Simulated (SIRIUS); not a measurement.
# Ge (Fd-3m) in SIRIUS: a series of runs, part 2 of 3

SIRIUS 7.12.0. Earlier steps stand in the parts before.

### Step 4. Equation of state, LDA, 22.19 Å³/atom (volume scaled by 0.98)

The input, sirius.json:

```json
{
  "control": {
    "processing_unit": "cpu",
    "std_evp_solver_name": "lapack",
    "gen_evp_solver_name": "lapack",
    "verbosity": 2,
    "print_forces": false,
    "ortho_rf": true,
    "use_second_variation": true,
    "rmt_max": 3.0,
    "num_bands_to_print": 24,
    "save_wf": true
  },
  "parameters": {
    "electronic_structure_method": "full_potential_lapwlo",
    "xc_functionals": ["XC_LDA_X", "XC_LDA_C_PW"],
    "core_relativity": "dirac",
    "valence_relativity": "iora",
    "num_fv_states": 29,
    "smearing": "fermi_dirac",
    "smearing_width": 0.0018374661,
    "pw_cutoff": 20,
    "gk_cutoff": 3.77,
    "lmax_apw": 10,
    "lmax_rho": 8,
    "lmax_pot": 8,
    "num_mag_dims": 0,
    "auto_rmt": 0,
    "ngridk": [8, 8, 8],
    "shiftk": [0, 0, 0],
    "num_dft_iter": 80,
    "energy_tol": 1e-07,
    "density_tol": 1e-05,
    "use_symmetry": true
  },
  "settings": {"tol_ne": 1e-10},
  "iterative_solver": {"type": "exact"},
  "mixer": {"type": "anderson", "beta": 0.5, "max_history": 8},
  "unit_cell": {
    "lattice_vectors": [[0.0, 5.3099857607, 5.3099857607], [5.3099857607, 0.0, 5.3099857607], [5.3099857607, 5.3099857607, 0.0]],
    "atom_types": ["Ge"],
    "atom_files": {"Ge": "Ge.json"},
    "atoms": {"Ge": [[0.75, 0.75, 0.75], [0.5, 0.5, 0.5]]}
  }
}
```

The input, Ge.json:

```json
{
  "name": "germanium",
  "symbol": "Ge",
  "number": 32,
  "mass": 72.64,
  "rmin": 1e-06,
  "rmt": 2.23,
  "nrmt": 800,
  "rinf": 16.93,
  "core": "1s2s2p",
  "valence": [
    {"basis": [{"enu": 0.01, "dme": 0, "n": 0, "auto": 0}, {"enu": 0.01, "dme": 1, "n": 0, "auto": 0}]},
    {"l": 0, "n": 1, "basis": [{"enu": 0.0153, "dme": 0, "n": 0, "auto": 0}]},
    {"l": 1, "n": 2, "basis": [{"enu": 0.11, "dme": 0, "n": 0, "auto": 0}]},
    {"l": 2, "n": 3, "basis": [{"enu": 0.11, "dme": 0, "n": 0, "auto": 0}]},
    {"l": 3, "n": 4, "basis": [{"enu": 0.11, "dme": 0, "n": 0, "auto": 0}]}
  ],
  "lo": [
    {
      "l": 0,
      "basis": [{"enu": 0.0153, "dme": 0, "n": 0, "auto": 0}, {"enu": 0.0153, "dme": 1, "n": 0, "auto": 0}]
    },
    {
      "l": 0,
      "basis": [{"enu": 0.0153, "dme": 1, "n": 0, "auto": 0}, {"enu": 0.0153, "dme": 2, "n": 0, "auto": 0}]
    },
    {
      "l": 0,
      "basis": [{"enu": -5.8905, "dme": 0, "n": 3, "auto": 1}, {"enu": -5.8905, "dme": 1, "n": 3, "auto": 1}]
    },
    {
      "l": 0,
      "basis": [{"enu": 0.0153, "dme": 0, "n": 0, "auto": 0}, {"enu": 2.4284, "dme": 0, "n": 0, "auto": 0}]
    },
    {"l": 1, "basis": [{"enu": 0.11, "dme": 0, "n": 0, "auto": 0}, {"enu": 0.11, "dme": 1, "n": 0, "auto": 0}]},
    {
      "l": 1,
      "basis": [{"enu": -3.9766, "dme": 0, "n": 3, "auto": 1}, {"enu": -3.9766, "dme": 1, "n": 3, "auto": 1}]
    },
    {
      "l": 1,
      "basis": [{"enu": -3.9766, "dme": 1, "n": 3, "auto": 1}, {"enu": 0.11, "dme": 0, "n": 0, "auto": 0}]
    },
    {"l": 1, "basis": [{"enu": 0.11, "dme": 0, "n": 0, "auto": 0}, {"enu": 3.8101, "dme": 0, "n": 0, "auto": 0}]},
    {"l": 2, "basis": [{"enu": 0.11, "dme": 0, "n": 0, "auto": 0}, {"enu": 0.11, "dme": 1, "n": 0, "auto": 0}]},
    {
      "l": 2,
      "basis": [{"enu": -0.8292, "dme": 0, "n": 3, "auto": 1}, {"enu": -0.8292, "dme": 1, "n": 3, "auto": 1}]
    },
    {
      "l": 2,
      "basis": [{"enu": -0.8292, "dme": 1, "n": 3, "auto": 1}, {"enu": 0.11, "dme": 0, "n": 0, "auto": 0}]
    },
    {"l": 2, "basis": [{"enu": 0.11, "dme": 0, "n": 0, "auto": 0}, {"enu": 4.2927, "dme": 0, "n": 0, "auto": 0}]},
    {"l": 3, "basis": [{"enu": 0.11, "dme": 0, "n": 0, "auto": 0}, {"enu": 0.11, "dme": 1, "n": 0, "auto": 0}]},
    {"l": 3, "basis": [{"enu": 0.11, "dme": 0, "n": 0, "auto": 0}, {"enu": 3.609, "dme": 0, "n": 0, "auto": 0}]}
  ],
  "free_atom": [... radial grid and density of the free atom, the start of the SCF ...]
}
```

The input, sirius_start.json:

```json
{
  "control": {
    "processing_unit": "cpu",
    "std_evp_solver_name": "lapack",
    "gen_evp_solver_name": "lapack",
    "verbosity": 1,
    "print_forces": false,
    "ortho_rf": true,
    "use_second_variation": true,
    "rmt_max": 3.0,
    "num_bands_to_print": 24,
    "save_wf": false
  },
  "parameters": {
    "electronic_structure_method": "full_potential_lapwlo",
    "xc_functionals": ["XC_LDA_X", "XC_LDA_C_PW"],
    "core_relativity": "dirac",
    "valence_relativity": "iora",
    "num_fv_states": 29,
    "smearing": "fermi_dirac",
    "smearing_width": 0.0055123983,
    "pw_cutoff": 20,
    "gk_cutoff": 3.01,
    "lmax_apw": 10,
    "lmax_rho": 8,
    "lmax_pot": 8,
    "num_mag_dims": 0,
    "auto_rmt": 0,
    "ngridk": [3, 3, 3],
    "shiftk": [0, 0, 0],
    "num_dft_iter": 30,
    "energy_tol": 0.01,
    "density_tol": 0.05,
    "use_symmetry": true
  },
  "settings": {"tol_ne": 1e-10},
  "iterative_solver": {"type": "exact"},
  "mixer": {"type": "anderson", "beta": 0.5, "max_history": 8},
  "unit_cell": {
    "lattice_vectors": [[0.0, 5.3099857607, 5.3099857607], [5.3099857607, 0.0, 5.3099857607], [5.3099857607, 5.3099857607, 0.0]],
    "atom_types": ["Ge"],
    "atom_files": {"Ge": "Ge.json"},
    "atoms": {"Ge": [[0.75, 0.75, 0.75], [0.5, 0.5, 0.5]]}
  }
}
```

Launch:

```console
$ OMP_NUM_THREADS=1 sirius.scf --input=sirius_start.json --output=start.json
$ OMP_NUM_THREADS=1 sirius.scf --input=sirius.json --output=output.json --task=1
```

Run time: 43 s. Hardware: 1 thread of Arm Neoverse V2, shared host; peak memory 0.43 GiB.

Results (log left out):

```
Free energy                                       : -114079.6373 eV
Band gap on the k mesh                            : none (metal or under the smearing width)
All electrons inside the program's atomic spheres : Ge 30.22 (radii Ge 2.23 bohr)
```

### Step 5. Equation of state, LDA, 22.64 Å³/atom

Changes to sirius.json since step 4:

```diff
@@ -39,3 +39,3 @@
   "unit_cell": {
-    "lattice_vectors": [[0.0, 5.3099857607, 5.3099857607], [5.3099857607, 0.0, 5.3099857607], [5.3099857607, 5.3099857607, 0.0]],
+    "lattice_vectors": [[0.0, 5.3458651312, 5.3458651312], [5.3458651312, 0.0, 5.3458651312], [5.3458651312, 5.3458651312, 0.0]],
     "atom_types": ["Ge"],
```

The input, Ge.json:

```json
{
  "name": "germanium",
  "symbol": "Ge",
  "number": 32,
  "mass": 72.64,
  "rmin": 1e-06,
  "rmt": 2.23,
  "nrmt": 800,
  "rinf": 16.93,
  "core": "1s2s2p",
  "valence": [
    {"basis": [{"enu": 0.0, "dme": 0, "n": 0, "auto": 0}, {"enu": 0.0, "dme": 1, "n": 0, "auto": 0}]},
    {"l": 0, "n": 1, "basis": [{"enu": 0.0053, "dme": 0, "n": 0, "auto": 0}]},
    {"l": 1, "n": 2, "basis": [{"enu": 0.1, "dme": 0, "n": 0, "auto": 0}]},
    {"l": 2, "n": 3, "basis": [{"enu": 0.1, "dme": 0, "n": 0, "auto": 0}]},
    {"l": 3, "n": 4, "basis": [{"enu": 0.1, "dme": 0, "n": 0, "auto": 0}]}
  ],
  "lo": [
    {
      "l": 0,
      "basis": [{"enu": 0.0053, "dme": 0, "n": 0, "auto": 0}, {"enu": 0.0053, "dme": 1, "n": 0, "auto": 0}]
    },
    {
      "l": 0,
      "basis": [{"enu": 0.0053, "dme": 1, "n": 0, "auto": 0}, {"enu": 0.0053, "dme": 2, "n": 0, "auto": 0}]
    },
    {
      "l": 0,
      "basis": [{"enu": -5.9005, "dme": 0, "n": 3, "auto": 1}, {"enu": -5.9005, "dme": 1, "n": 3, "auto": 1}]
    },
    {
      "l": 0,
      "basis": [{"enu": 0.0053, "dme": 0, "n": 0, "auto": 0}, {"enu": 2.4184, "dme": 0, "n": 0, "auto": 0}]
    },
    {"l": 1, "basis": [{"enu": 0.1, "dme": 0, "n": 0, "auto": 0}, {"enu": 0.1, "dme": 1, "n": 0, "auto": 0}]},
    {
      "l": 1,
      "basis": [{"enu": -3.9866, "dme": 0, "n": 3, "auto": 1}, {"enu": -3.9866, "dme": 1, "n": 3, "auto": 1}]
    },
    {"l": 1, "basis": [{"enu": -3.9866, "dme": 1, "n": 3, "auto": 1}, {"enu": 0.1, "dme": 0, "n": 0, "auto": 0}]},
    {"l": 1, "basis": [{"enu": 0.1, "dme": 0, "n": 0, "auto": 0}, {"enu": 3.8001, "dme": 0, "n": 0, "auto": 0}]},
    {"l": 2, "basis": [{"enu": 0.1, "dme": 0, "n": 0, "auto": 0}, {"enu": 0.1, "dme": 1, "n": 0, "auto": 0}]},
    {
      "l": 2,
      "basis": [{"enu": -0.8392, "dme": 0, "n": 3, "auto": 1}, {"enu": -0.8392, "dme": 1, "n": 3, "auto": 1}]
    },
    {"l": 2, "basis": [{"enu": -0.8392, "dme": 1, "n": 3, "auto": 1}, {"enu": 0.1, "dme": 0, "n": 0, "auto": 0}]},
    {"l": 2, "basis": [{"enu": 0.1, "dme": 0, "n": 0, "auto": 0}, {"enu": 4.2827, "dme": 0, "n": 0, "auto": 0}]},
    {"l": 3, "basis": [{"enu": 0.1, "dme": 0, "n": 0, "auto": 0}, {"enu": 0.1, "dme": 1, "n": 0, "auto": 0}]},
    {"l": 3, "basis": [{"enu": 0.1, "dme": 0, "n": 0, "auto": 0}, {"enu": 3.599, "dme": 0, "n": 0, "auto": 0}]}
  ],
  "free_atom": [... radial grid and density of the free atom, the start of the SCF ...]
}
```

Changes to sirius_start.json since step 4:

```diff
@@ -39,3 +39,3 @@
   "unit_cell": {
-    "lattice_vectors": [[0.0, 5.3099857607, 5.3099857607], [5.3099857607, 0.0, 5.3099857607], [5.3099857607, 5.3099857607, 0.0]],
+    "lattice_vectors": [[0.0, 5.3458651312, 5.3458651312], [5.3458651312, 0.0, 5.3458651312], [5.3458651312, 5.3458651312, 0.0]],
     "atom_types": ["Ge"],
```

Launch:

```console
$ OMP_NUM_THREADS=1 sirius.scf --input=sirius_start.json --output=start.json
$ OMP_NUM_THREADS=1 sirius.scf --input=sirius.json --output=output.json --task=1
```

Wall time 45 s (1 thread of Arm Neoverse V2, shared host); peak memory 0.44 GiB.

It converged, with:

```yaml
Free_energy: -114079.6337 eV
Band_gap_on_the_k_mesh: none (metal or under the smearing width)
All_electrons_inside_the_program's_atomic_spheres: Ge 30.20 (radii Ge 2.23 bohr)
```

### Step 6. Equation of state, LDA, 23.09 Å³/atom (volume scaled by 1.02)

Changes to sirius.json since step 5:

```diff
@@ -39,3 +39,3 @@
   "unit_cell": {
-    "lattice_vectors": [[0.0, 5.3458651312, 5.3458651312], [5.3458651312, 0.0, 5.3458651312], [5.3458651312, 5.3458651312, 0.0]],
+    "lattice_vectors": [[0.0, 5.3812692433, 5.3812692433], [5.3812692433, 0.0, 5.3812692433], [5.3812692433, 5.3812692433, 0.0]],
     "atom_types": ["Ge"],
```

Ge.json is that of step 5.

Changes to sirius_start.json since step 5:

```diff
@@ -39,3 +39,3 @@
   "unit_cell": {
-    "lattice_vectors": [[0.0, 5.3458651312, 5.3458651312], [5.3458651312, 0.0, 5.3458651312], [5.3458651312, 5.3458651312, 0.0]],
+    "lattice_vectors": [[0.0, 5.3812692433, 5.3812692433], [5.3812692433, 0.0, 5.3812692433], [5.3812692433, 5.3812692433, 0.0]],
     "atom_types": ["Ge"],
```

Potentials or basis: all-electron FP-LAPW, apw+lo standard.

Launch:

```console
$ OMP_NUM_THREADS=1 sirius.scf --input=sirius_start.json --output=start.json
$ OMP_NUM_THREADS=1 sirius.scf --input=sirius.json --output=output.json --task=1
```

Wall time 44 s (1 thread of Arm Neoverse V2, shared host); peak memory 0.45 GiB.

It converged, with:

```yaml
Free_energy: -114079.6236 eV
Band_gap_on_the_k_mesh: none (metal or under the smearing width)
All_electrons_inside_the_program's_atomic_spheres: Ge 30.18 (radii Ge 2.23 bohr)
```

### Step 7. Equation of state, LDA, 23.54 Å³/atom (volume scaled by 1.04)

Changes to sirius.json since step 6:

```diff
@@ -39,3 +39,3 @@
   "unit_cell": {
-    "lattice_vectors": [[0.0, 5.3812692433, 5.3812692433], [5.3812692433, 0.0, 5.3812692433], [5.3812692433, 5.3812692433, 0.0]],
+    "lattice_vectors": [[0.0, 5.4162135293, 5.4162135293], [5.4162135293, 0.0, 5.4162135293], [5.4162135293, 5.4162135293, 0.0]],
     "atom_types": ["Ge"],
```

The input, Ge.json:

```json
{
  "name": "germanium",
  "symbol": "Ge",
  "number": 32,
  "mass": 72.64,
  "rmin": 1e-06,
  "rmt": 2.23,
  "nrmt": 800,
  "rinf": 16.93,
  "core": "1s2s2p",
  "valence": [
    {"basis": [{"enu": -0.01, "dme": 0, "n": 0, "auto": 0}, {"enu": -0.01, "dme": 1, "n": 0, "auto": 0}]},
    {"l": 0, "n": 1, "basis": [{"enu": -0.0047, "dme": 0, "n": 0, "auto": 0}]},
    {"l": 1, "n": 2, "basis": [{"enu": 0.09, "dme": 0, "n": 0, "auto": 0}]},
    {"l": 2, "n": 3, "basis": [{"enu": 0.09, "dme": 0, "n": 0, "auto": 0}]},
    {"l": 3, "n": 4, "basis": [{"enu": 0.09, "dme": 0, "n": 0, "auto": 0}]}
  ],
  "lo": [
    {
      "l": 0,
      "basis": [{"enu": -0.0047, "dme": 0, "n": 0, "auto": 0}, {"enu": -0.0047, "dme": 1, "n": 0, "auto": 0}]
    },
    {
      "l": 0,
      "basis": [{"enu": -0.0047, "dme": 1, "n": 0, "auto": 0}, {"enu": -0.0047, "dme": 2, "n": 0, "auto": 0}]
    },
    {
      "l": 0,
      "basis": [{"enu": -5.9105, "dme": 0, "n": 3, "auto": 1}, {"enu": -5.9105, "dme": 1, "n": 3, "auto": 1}]
    },
    {
      "l": 0,
      "basis": [{"enu": -0.0047, "dme": 0, "n": 0, "auto": 0}, {"enu": 2.4084, "dme": 0, "n": 0, "auto": 0}]
    },
    {"l": 1, "basis": [{"enu": 0.09, "dme": 0, "n": 0, "auto": 0}, {"enu": 0.09, "dme": 1, "n": 0, "auto": 0}]},
    {
      "l": 1,
      "basis": [{"enu": -3.9966, "dme": 0, "n": 3, "auto": 1}, {"enu": -3.9966, "dme": 1, "n": 3, "auto": 1}]
    },
    {
      "l": 1,
      "basis": [{"enu": -3.9966, "dme": 1, "n": 3, "auto": 1}, {"enu": 0.09, "dme": 0, "n": 0, "auto": 0}]
    },
    {"l": 1, "basis": [{"enu": 0.09, "dme": 0, "n": 0, "auto": 0}, {"enu": 3.7901, "dme": 0, "n": 0, "auto": 0}]},
    {"l": 2, "basis": [{"enu": 0.09, "dme": 0, "n": 0, "auto": 0}, {"enu": 0.09, "dme": 1, "n": 0, "auto": 0}]},
    {
      "l": 2,
      "basis": [{"enu": -0.8492, "dme": 0, "n": 3, "auto": 1}, {"enu": -0.8492, "dme": 1, "n": 3, "auto": 1}]
    },
    {
      "l": 2,
      "basis": [{"enu": -0.8492, "dme": 1, "n": 3, "auto": 1}, {"enu": 0.09, "dme": 0, "n": 0, "auto": 0}]
    },
    {"l": 2, "basis": [{"enu": 0.09, "dme": 0, "n": 0, "auto": 0}, {"enu": 4.2727, "dme": 0, "n": 0, "auto": 0}]},
    {"l": 3, "basis": [{"enu": 0.09, "dme": 0, "n": 0, "auto": 0}, {"enu": 0.09, "dme": 1, "n": 0, "auto": 0}]},
    {"l": 3, "basis": [{"enu": 0.09, "dme": 0, "n": 0, "auto": 0}, {"enu": 3.589, "dme": 0, "n": 0, "auto": 0}]}
  ],
  "free_atom": [... radial grid and density of the free atom, the start of the SCF ...]
}
```

Changes to sirius_start.json since step 6:

```diff
@@ -39,3 +39,3 @@
   "unit_cell": {
-    "lattice_vectors": [[0.0, 5.3812692433, 5.3812692433], [5.3812692433, 0.0, 5.3812692433], [5.3812692433, 5.3812692433, 0.0]],
+    "lattice_vectors": [[0.0, 5.4162135293, 5.4162135293], [5.4162135293, 0.0, 5.4162135293], [5.4162135293, 5.4162135293, 0.0]],
     "atom_types": ["Ge"],
```

Launch:

```console
$ OMP_NUM_THREADS=1 sirius.scf --input=sirius_start.json --output=start.json
$ OMP_NUM_THREADS=1 sirius.scf --input=sirius.json --output=output.json --task=1
```

Run time: 45 s. Hardware: 1 thread of Arm Neoverse V2, shared host; peak memory 0.45 GiB.

Results (log left out):

| Quantity | Value |
| --- | --- |
| Free energy | -114079.6055 eV |
| Band gap on the k mesh | none (metal or under the smearing width) |
| All electrons inside the program's atomic spheres | Ge 30.17 (radii Ge 2.23 bohr) |

### Step 8. Equation of state, LDA, 24.00 Å³/atom (volume scaled by 1.06)

Changes to sirius.json since step 7:

```diff
@@ -39,3 +39,3 @@
   "unit_cell": {
-    "lattice_vectors": [[0.0, 5.4162135293, 5.4162135293], [5.4162135293, 0.0, 5.4162135293], [5.4162135293, 5.4162135293, 0.0]],
+    "lattice_vectors": [[0.0, 5.4507126348, 5.4507126348], [5.4507126348, 0.0, 5.4507126348], [5.4507126348, 5.4507126348, 0.0]],
     "atom_types": ["Ge"],
```

The input, Ge.json:

```json
{
  "name": "germanium",
  "symbol": "Ge",
  "number": 32,
  "mass": 72.64,
  "rmin": 1e-06,
  "rmt": 2.23,
  "nrmt": 800,
  "rinf": 16.93,
  "core": "1s2s2p",
  "valence": [
    {"basis": [{"enu": -0.02, "dme": 0, "n": 0, "auto": 0}, {"enu": -0.02, "dme": 1, "n": 0, "auto": 0}]},
    {"l": 0, "n": 1, "basis": [{"enu": -0.0147, "dme": 0, "n": 0, "auto": 0}]},
    {"l": 1, "n": 2, "basis": [{"enu": 0.08, "dme": 0, "n": 0, "auto": 0}]},
    {"l": 2, "n": 3, "basis": [{"enu": 0.08, "dme": 0, "n": 0, "auto": 0}]},
    {"l": 3, "n": 4, "basis": [{"enu": 0.08, "dme": 0, "n": 0, "auto": 0}]}
  ],
  "lo": [
    {
      "l": 0,
      "basis": [{"enu": -0.0147, "dme": 0, "n": 0, "auto": 0}, {"enu": -0.0147, "dme": 1, "n": 0, "auto": 0}]
    },
    {
      "l": 0,
      "basis": [{"enu": -0.0147, "dme": 1, "n": 0, "auto": 0}, {"enu": -0.0147, "dme": 2, "n": 0, "auto": 0}]
    },
    {
      "l": 0,
      "basis": [{"enu": -5.9205, "dme": 0, "n": 3, "auto": 1}, {"enu": -5.9205, "dme": 1, "n": 3, "auto": 1}]
    },
    {
      "l": 0,
      "basis": [{"enu": -0.0147, "dme": 0, "n": 0, "auto": 0}, {"enu": 2.3984, "dme": 0, "n": 0, "auto": 0}]
    },
    {"l": 1, "basis": [{"enu": 0.08, "dme": 0, "n": 0, "auto": 0}, {"enu": 0.08, "dme": 1, "n": 0, "auto": 0}]},
    {
      "l": 1,
      "basis": [{"enu": -4.0066, "dme": 0, "n": 3, "auto": 1}, {"enu": -4.0066, "dme": 1, "n": 3, "auto": 1}]
    },
    {
      "l": 1,
      "basis": [{"enu": -4.0066, "dme": 1, "n": 3, "auto": 1}, {"enu": 0.08, "dme": 0, "n": 0, "auto": 0}]
    },
    {"l": 1, "basis": [{"enu": 0.08, "dme": 0, "n": 0, "auto": 0}, {"enu": 3.7801, "dme": 0, "n": 0, "auto": 0}]},
    {"l": 2, "basis": [{"enu": 0.08, "dme": 0, "n": 0, "auto": 0}, {"enu": 0.08, "dme": 1, "n": 0, "auto": 0}]},
    {
      "l": 2,
      "basis": [{"enu": -0.8592, "dme": 0, "n": 3, "auto": 1}, {"enu": -0.8592, "dme": 1, "n": 3, "auto": 1}]
    },
    {
      "l": 2,
      "basis": [{"enu": -0.8592, "dme": 1, "n": 3, "auto": 1}, {"enu": 0.08, "dme": 0, "n": 0, "auto": 0}]
    },
    {"l": 2, "basis": [{"enu": 0.08, "dme": 0, "n": 0, "auto": 0}, {"enu": 4.2627, "dme": 0, "n": 0, "auto": 0}]},
    {"l": 3, "basis": [{"enu": 0.08, "dme": 0, "n": 0, "auto": 0}, {"enu": 0.08, "dme": 1, "n": 0, "auto": 0}]},
    {"l": 3, "basis": [{"enu": 0.08, "dme": 0, "n": 0, "auto": 0}, {"enu": 3.579, "dme": 0, "n": 0, "auto": 0}]}
  ],
  "free_atom": [... radial grid and density of the free atom, the start of the SCF ...]
}
```

Changes to sirius_start.json since step 7:

```diff
@@ -39,3 +39,3 @@
   "unit_cell": {
-    "lattice_vectors": [[0.0, 5.4162135293, 5.4162135293], [5.4162135293, 0.0, 5.4162135293], [5.4162135293, 5.4162135293, 0.0]],
+    "lattice_vectors": [[0.0, 5.4507126348, 5.4507126348], [5.4507126348, 0.0, 5.4507126348], [5.4507126348, 5.4507126348, 0.0]],
     "atom_types": ["Ge"],
```

Launch:

```console
$ OMP_NUM_THREADS=1 sirius.scf --input=sirius_start.json --output=start.json
$ OMP_NUM_THREADS=1 sirius.scf --input=sirius.json --output=output.json --task=1
```

It took 46 s on 1 thread of Arm Neoverse V2, shared host; peak memory 0.45 GiB.

The run converged. Its results:

```yaml
Free_energy: -114079.5815 eV
Band_gap_on_the_k_mesh: none (metal or under the smearing width)
All_electrons_inside_the_program's_atomic_spheres: Ge 30.15 (radii Ge 2.23 bohr)
```

### Step 9. Equation of state, LDA

Potentials or basis: all-electron FP-LAPW, apw+lo standard.

No new run: the results of the series are fitted here.

Results:

```yaml
Equilibrium_volume: "22.21 Å³/atom (rough: see the caveat)"
Bulk_modulus: 68 GPa (rough)
```

Energy against volume, from the lowest point:
| volume (Å³/atom) | energy (meV/atom) |
| --- | --- |
| 21.281 | 8.79 |
| 21.733 | 2.17 |
| 22.186 | 0.00 |
| 22.639 | 1.81 |
| 23.092 | 6.85 |
| 23.545 | 15.93 |
| 23.997 | 27.90 |

Caveat: the fit is doubtful: noisy points or a state that changes with volume.

(Continued in part 3 of 3.)
